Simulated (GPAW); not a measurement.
Crystal: HfN.

```
Hf N
1.0
     0.00000    2.25600    2.25600
     2.25600    0.00000    2.25600
     2.25600    2.25600    0.00000
Hf N
1 1
Direct
  0.00000 0.00000 0.00000
  0.50000 0.50000 0.50000
```

Program: GPAW 26.7.0. Alike in all runs: cell as given.

**Question.** Order these runs on this cell by their pressure, lowest first.
A. level RPBE; potentials or basis the program's PAW data sets (release 1.2.1) made for this functional, pw; spin off; k mesh 10 × 10 × 10; cutoff (eV) 800; smearing gaussian 0.1 eV; maxiter 150
B. level PBE+U; potentials or basis GPAW PAW data sets (gpaw-data 1.2.1), pw; spin off; U Hf d U = 8 eV; k mesh 8 × 8 × 8; cutoff (eV) 800; smearing fermi-dirac 0.05 eV; maxiter 150; band path GXWKGLUWLK,UX; band points 80
C. level LDA+U; potentials or basis the program's PAW data sets (release 1.2.1) made for this functional, pw; spin off; U Hf d U = 3 eV; k mesh 8 × 8 × 8; cutoff (eV) 650; smearing fermi-dirac 0.05 eV; maxiter 120
D. level PBE; potentials or basis GPAW PAW data sets (gpaw-data 1.2.1), pw; spin off; k mesh 10 × 10 × 10; cutoff (eV) 800; smearing gaussian 0.012 eV; maxiter 150
E. level r2SCAN; potentials or basis GPAW PAW data sets (gpaw-data 1.2.1), pw; spin SOC, no magnetisation; k mesh 7 × 7 × 7; cutoff (eV) 800; smearing fermi-dirac 0.05 eV; maxiter 150; band path GXWKGLUWLK,UX; band points 60; spin axis theta (degrees) 90; spin axis phi (degrees) 0

**Answer.** C (-0.4 GPa), E (3.5 GPa), D (6.7 GPa), A (12.0 GPa), B (42.2 GPa).

Caveats: U without spin polarisation on a metal has little footing (some runs); spin-orbit coupling was added after a scalar SCF, so levels and gaps hold it while energy, forces, pressure and moments don't (some runs); the PAW data sets were made with another functional, which shifts forces and pressure a little (some runs); the cutoff is short for stress and forces, so pressures can be off by a GPa or more (some runs); a pressure of tens of GPa on the cell as given is suspect, and the run, the potentials or the cell itself is likely at fault (some runs).

Not every run made on this cell is shown here.
